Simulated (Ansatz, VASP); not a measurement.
# One calculation of Na, two programs

```
CELL_PARAMETERS angstrom
-2.12663 2.12663 2.12663
2.12663 -2.12663 2.12663
2.12663 2.12663 -2.12663
ATOMIC_POSITIONS crystal
Na 0.00000 0.00000 0.00000
```

Change from the starting cell: volume scaled by 0.98.

Alike in both runs: task single point; functional PBE; k mesh 9 × 9 × 9; occupations fermi-dirac, width 0.05 eV; no spin polarisation.

|  | VASP | Ansatz |
| --- | --- | --- |
| version | VASP 6.6.1 | Ansatz 0.2.0 |
| potentials or method | VASP PAW PBE potentials, release 64 (Na_pv), cutoff 520 eV | all-electron LAPW, scalar-relativistic |

|  | VASP | Ansatz | Ansatz less VASP |
| --- | --- | --- | --- |
| gap on the k mesh at the Fermi level (eV) | none | none | - |
| pressure (GPa) | -0.3 | -0.3 | +0.01 |

A gap of «none» marks a metal or a gap that the smearing closes. Ansatz ran all-electron here, so the differences hold the error of VASP's frozen core and of both bases.
